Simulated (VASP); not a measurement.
**Input and output of a VASP HSE06 single-point calculation on AlN (rocksalt)**

INCAR, step 1 (PBE orbitals to start from)

```
ENCUT = 520
LCHARG = .FALSE.
EDIFF = 1E-5
NBANDS = 11
ISMEAR = 0
GGA = PE
LREAL = .FALSE.
NELM = 120
LASPH = .TRUE.
SIGMA = 0.01
LWAVE = .TRUE.
PREC = Accurate
```

INCAR, step 2

```
AEXX = 0.25
LREAL = .FALSE.
LHFCALC = .TRUE.
HFSCREEN = 0.2079
NSW = 0
ISIF = 2
LASPH = .TRUE.
LWAVE = .FALSE.
PRECFOCK = Fast
NELM = 120
GGA = PE
NBANDS = 11
ENCUT = 520
IBRION = -1
ISMEAR = 0
PREC = Accurate
EDIFF = 1E-7
ALGO = Normal
SIGMA = 0.01
ISTART = 1
LCHARG = .FALSE.
```

KPOINTS

```
KPOINTS created by Atomic Simulation Environment
0
Gamma
8 8 8
0 0 0
```

KPOINTS_OPT

```
special points
6
Reciprocal
0.0000000000 0.0000000000 0.0000000000 1
0.5000000000 0.0000000000 0.5000000000 1
0.5000000000 0.2500000000 0.7500000000 1
0.3750000000 0.3750000000 0.7500000000 1
0.5000000000 0.5000000000 0.5000000000 1
0.6250000000 0.2500000000 0.6250000000 1
```

POSCAR

```
Al N
 1.0000000000000000
     0.0000000000000000    2.0188684536385382    2.0188684536385382
     2.0188684536385382    0.0000000000000000    2.0188684536385382
     2.0188684536385382    2.0188684536385382    0.0000000000000000
 Al  N
   1   1
Cartesian
 -0.0000000000000000 -0.0000000000000000  0.0000000000000000
  2.0188684536385382  2.0188684536385382  2.0188684536385382
```

VASP ran with the recommended PBE PAW datasets (8 valence electrons in the cell).

Command

```
mpirun -np 1 vasp_std
```

From OUTCAR

```
k-points           NKPTS =     29   k-points in BZ     NKDIM =    512   number of bands    NBANDS=     11

   NELECT =       8.0000    total number of electrons

   dimension x,y,z NGX =    24 NGY =   24 NGZ =   24
   dimension x,y,z NGXF=    48 NGYF=   48 NGZF=   48

  energy-cutoff  :      520.00
  volume of cell :       16.46
      direct lattice vectors                 reciprocal lattice vectors
     0.000000000  2.018868454  2.018868454    -0.247663486  0.247663486  0.247663486
     2.018868454  0.000000000  2.018868454     0.247663486 -0.247663486  0.247663486
     2.018868454  2.018868454  0.000000000     0.247663486  0.247663486 -0.247663486

 k-points in reciprocal lattice and weights: KPOINTS created by Atomic Simulation Env
   0.00000000  0.00000000  0.00000000       0.002
   0.12500000  0.00000000  0.00000000       0.016
   0.25000000  0.00000000  0.00000000       0.016
   0.37500000  0.00000000  0.00000000       0.016
   0.50000000  0.00000000  0.00000000       0.008
   0.12500000  0.12500000  0.00000000       0.012
   0.25000000  0.12500000  0.00000000       0.047
   0.37500000  0.12500000  0.00000000       0.047
   ...

 E-fermi :   9.2333

 k-point     1 :       0.0000    0.0000    0.0000
  band No.  band energies     occupation
      1     -10.1030      2.00000
      2       9.1571      2.00000
      3       9.1571      2.00000
      4       9.1571      2.00000
      5      16.4186      0.00000
      6      22.9765      0.00000
      7      22.9765      0.00000
      8      22.9765      0.00000
      9      28.1726      0.00000
     10      28.8979      0.00000
     11      28.8979      0.00000

 k-point     2 :       0.1250    0.0000    0.0000
  band No.  band energies     occupation
      1      -9.7589      2.00000
      2       7.5546      2.00000
      3       8.9571      2.00000
      4       8.9571      2.00000
      5      17.3132      0.00000
      6      21.7927      0.00000
      7      23.4295      0.00000
      8      23.4295      0.00000
      9      26.9341      0.00000
     10      26.9341      0.00000
     11      29.3601      0.00000

 k-point     3 :       0.2500    0.0000    0.0000
  band No.  band energies     occupation
      1      -8.7811      2.00000
      2       4.4473      2.00000
      3       8.5208      2.00000
      4       8.5208      2.00000
      5      17.5777      0.00000
      6      22.1573      0.00000
      7      23.1797      0.00000
      8      23.1797      0.00000
      9      27.2646      0.00000
     10      27.2646      0.00000
     11      28.3566      0.00000

 k-point     4 :       0.3750    0.0000    0.0000
  band No.  band energies     occupation
      1      -7.4257      2.00000
      2       1.5090      2.00000
      3       8.1363      2.00000
      4       8.1363      2.00000
      5      16.9704      0.00000
      6      22.1767      0.00000
      7      22.1767      0.00000
      8      23.9372      0.00000
      9      27.4620      0.00000
     10      30.0308      0.00000
     11      30.0308      0.00000

 k-point     5 :       0.5000    0.0000    0.0000
  band No.  band energies     occupation
      1      -6.6113      2.00000
      2       0.1284      2.00000
      3       7.9892      2.00000
      4       7.9892      2.00000
      5      16.7181      0.00000
      6      21.7826      0.00000
      7      21.7826      0.00000
      8      24.7462      0.00000
      9      27.2157      0.00000
     10      32.0840      0.00000
     11      32.0840      0.00000

 k-point     6 :       0.1250    0.1250    0.0000
  band No.  band energies     occupation
      1      -9.6454      2.00000
      2       7.7095      2.00000
      3       8.5578      2.00000
      4       8.5578      2.00000
      5      17.7609      0.00000
      6      20.7410      0.00000
      7      23.9928      0.00000
      8      23.9928      0.00000
      9      24.5702      0.00000
     10      29.4248      0.00000
     11      31.1218      0.00000

 k-point     7 :       0.2500    0.1250    0.0000
  band No.  band energies     occupation
      1      -8.8807      2.00000
      2       5.4120      2.00000
      3       8.0229      2.00000
      4       8.1164      2.00000
      5      18.5138      0.00000
      6      20.2288      0.00000
      7      22.3665      0.00000
      8      24.4623      0.00000
      9      25.6311      0.00000
     10      29.1966      0.00000
     11      30.7370      0.00000

 k-point     8 :       0.3750    0.1250    0.0000
  band No.  band energies     occupation
      1      -7.6330      2.00000
      2       2.5660      2.00000
      3       7.4296      2.00000
      4       7.6680      2.00000
      5      17.9907      0.00000
      6      21.0068      0.00000
      7      22.2631      0.00000
      8      23.5598      0.00000
      9      27.6637      0.00000
     10      30.1641      0.00000
     11      31.1520      0.00000

 k-point     9 :       0.5000    0.1250    0.0000
  band No.  band energies     occupation
      1      -6.5202      2.00000
      2       0.6164      2.00000
      3       6.8418      2.00000
      4       7.6464      2.00000
      5      17.7483      0.00000
      6      20.4813      0.00000
      7      22.6814      0.00000
      8      24.1839      0.00000
      9      28.8516      0.00000
     10      30.6481      0.00000
     11      32.4896      0.00000

 k-point    10 :      -0.3750    0.1250    0.0000
  band No.  band energies     occupation
      1      -6.8016      2.00000
      2       1.0813      2.00000
      3       6.6188      2.00000
      4       7.9614      2.00000
      5      17.9624      0.00000
      6      20.8043      0.00000
      7      22.4640      0.00000
      8      23.9175      0.00000
      9      29.4563      0.00000
     10      29.7608      0.00000
     11      31.3676      0.00000

 k-point    11 :      -0.2500    0.1250    0.0000
  band No.  band energies     occupation
      1      -8.0827      2.00000
      2       3.4936      2.00000
      3       6.8898      2.00000
      4       8.4782      2.00000
      5      18.5170      0.00000
      6      21.5617      0.00000
      7      22.2966      0.00000
      8      23.0663      0.00000
      9      26.4676      0.00000
     10      29.9126      0.00000
     11      30.4435      0.00000

 k-point    12 :      -0.1250    0.1250    0.0000
  band No.  band energies     occupation
      1      -9.2033      2.00000
      2       6.1037      2.00000
      3       7.8054      2.00000
      4       8.9167      2.00000
      5      18.3635      0.00000
      6      20.8229      0.00000
      7      23.4298      0.00000
      8      24.1551      0.00000
      9      24.6120      0.00000
     10      28.0411      0.00000
     11      30.6613      0.00000

 k-point    13 :       0.2500    0.2500    0.0000
  band No.  band energies     occupation
      1      -8.3585      2.00000
      2       5.0152      2.00000
      3       7.3785      2.00000
      4       7.3785      2.00000
      5      18.0520      0.00000
      6      18.5308      0.00000
      7      22.2060      0.00000
      8      26.0627      0.00000
      9      26.0627      0.00000
     10      30.9461      0.00000
     11      33.9557      0.00000

 k-point    14 :       0.3750    0.2500    0.0000
  band No.  band energies     occupation
      1      -7.3318      2.00000
      2       3.2789      2.00000
      3       6.3961      2.00000
      4       6.9565      2.00000
      5      17.4082      0.00000
      6      18.5099      0.00000
      7      22.4844      0.00000
      8      26.0036      0.00000
      9      27.3780      0.00000
     10      32.4758      0.00000
     11      34.5335      0.00000

 k-point    15 :       0.5000    0.2500    0.0000
  band No.  band energies     occupation
      1      -6.2257      2.00000
      2       1.7080      2.00000
      3       5.0147      2.00000
      4       6.9285      2.00000
      5      17.1905      0.00000
      6      20.2650      0.00000
      7      22.7893      0.00000
      8      24.9090      0.00000
      9      28.0994      0.00000
     10      33.7406      0.00000
     11      34.1063      0.00000

 k-point    16 :      -0.3750    0.2500    0.0000
  band No.  band energies     occupation
      1      -6.0233      2.00000
      2       1.5640      2.00000
      3       4.1717      2.00000
      4       7.3036      2.00000
      5      17.8130      0.00000
      6      21.1707      0.00000
      7      23.2516      0.00000
      8      24.0224      0.00000
      9      28.5932      0.00000
     10      30.7370      0.00000
     11      33.5784      0.00000

 ...

  Total       -0.1487405     -0.1487405     -0.1487405      0.0000000      0.0000000     -0.0000000
  in kB      -14.4805702    -14.4805702    -14.4805702      0.0000000      0.0000000     -0.0000000
  external PRESSURE =     -14.4805702 kB  Pullay stress =       0.0000000 kB

 POSITION                                       TOTAL-FORCE (eV/Angst)
 -----------------------------------------------------------------------------------
      0.00000      0.00000      0.00000         0.000000      0.000000      0.000000
      2.01887      2.01887      2.01887        -0.000000     -0.000000     -0.000000
 -----------------------------------------------------------------------------------
    total drift:                               -0.000215     -0.000276     -0.000280

  FREE ENERGIE OF THE ION-ELECTRON SYSTEM (eV)
  ---------------------------------------------------
  free  energy   TOTEN  =       -17.1338368392 eV

  energy  without entropy=      -17.1338368392  energy(sigma->0) =      -17.13383684
```

```yaml
gap_between_bands_v_and_c: 6.01 eV
least_direct_gap: 7.26 eV
pressure: -1.4 GPa
```

Band v is the last that the valence electrons fill when counted band by band, and c is the next.

The run (its last step) took about 22 min on one core of a shared host (Intel Xeon Platinum 8488C) and held 0.28 GiB at most.
